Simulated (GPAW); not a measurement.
Runs of GPAW 26.7.0 on AlNi. The structure is cubic, space group Pm-3m (No. 221). Conventional cell: a = 2.881 Å, b = 2.881 Å, c = 2.881 Å, α = 90.00°, β = 90.00°, γ = 90.00°. Around Ni (site symmetry m-3m) lie 8 Al at 2.50 Å. Al (site symmetry m-3m) is surrounded by 8 Ni at 2.50 Å. 

| task | level | potentials or basis | k mesh | cutoff (eV) | band path | band points | hybrids on these orbitals | symmetry | mesh quality | pressure (GPa) | moment (μB) |
| --- | --- | --- | --- | --- | --- | --- | --- | --- | --- | --- | --- |
| band structure | r2SCAN | GPAW PAW data sets (gpaw-data 1.2.1), pw | 7 × 7 × 7 | 600 | GXMGRX,MR | 60 | - | - | not flagged | -1.7 | 0.00 |
| band structure | PW91 | PAW data sets generated in the run's folder for this functional, pw | 7 × 7 × 7 | 600 | GXMGRX,MR | 80 | - | - | not flagged | 2.4 | 0.00 |
| band structure | LDA | PAW data sets generated in the run's folder for this functional, pw | 7 × 7 × 7 | 600 | GXMGRX,MR | 80 | - | - | not flagged | -7.8 | 0.00 |
| one-shot levels on a semilocal density | LDA | the program's PAW data sets (release 1.2.1) made for this functional, pw | 4 × 4 × 4 | 500 | - | - | ["HSE06", "B3LYP", "YS-PBE0"] | point_group=False | coarse | (a) | 0.00 |

Alike in all rows: spin collinear, ferromagnetic start; cell as given; smearing fermi-dirac 0.05 eV.

Fill in the values left out.

(a) -8.8.

Caveats: some runs use coarse meshes; the stock nickel data set gives pressures a few GPa off other programs; the PAW data sets were made with another functional, which shifts forces and pressure a little (some runs); the cutoff is short for stress and forces, so pressures can be off by a GPa or more (some runs); one-shot exact exchange on a metal's smeared states is rough (some runs).
